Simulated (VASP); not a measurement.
A run of VASP 6.6.1 is set up as follows.

INCAR

```
ALGO     = Fast           # electronic algorithm
EDIFF    = 1E-6           # SCF threshold, eV
ENCUT    = 520            # plane-wave cutoff, eV
GGA      = PS             # functional
ISIF     = 2              # what is computed and relaxed
ISMEAR   = 0              # smearing method
LASPH    = T              # aspherical terms in the spheres
LCHARG   = F              # write CHGCAR
LREAL    = F              # projectors in reciprocal space
LWAVE    = F              # write WAVECAR
NBANDS   = 28             # bands
NELM     = 100            # most SCF steps
PREC     = Accurate       # precision mode
SIGMA    = 0.05           # smearing width, eV
```

The input KPOINTS:

```
k-points
0
Gamma
  6 6 6
```

POSCAR

```
PbSe
1.0
    5.2456046864      0.0000000000      0.0000000000
    0.0000000000      5.2456046864      0.0000000000
    0.0000000000      0.0000000000      4.0000183395
Pb Se
2 2
Direct
    0.5000000000      0.0000000000      0.3458001588
    0.0000000000      0.5000000000      0.6541998412
    0.0000000000      0.0000000000      0.0000000000
    0.5000000000      0.5000000000      0.0000000000
```

Potentials or basis: VASP PAW PBE potentials, release 64 (Pb_d, Se).

Run with:

```bash
$ cat potpaw_PBE.64/Pb_d/POTCAR potpaw_PBE.64/Se/POTCAR > POTCAR
$ mpirun -np 1 vasp_std > vasp.out
```

**Question.** Estimate the largest force.

**Answer.** 0.007 eV/Å.

**Question.** Estimate the pressure.

**Answer.** 0.0 GPa.

**Question.** Estimate the band gap on the k mesh.

**Answer.** 0.17 eV, indirect (least direct gap 0.53 eV).

Forces in eV/Å, atoms in the order of the input:
```
Pb   0.000  0.000  0.007
Pb   0.000  0.000 -0.007
Se   0.000  0.000  0.000
Se   0.000  0.000  0.000
```

Caveat: the PAW data sets were made with another functional, which shifts forces and pressure a little; spin-orbit coupling is left out, which as a rule narrows the gap of such compounds by several tenths of an eV. A k mesh can miss the band edges.
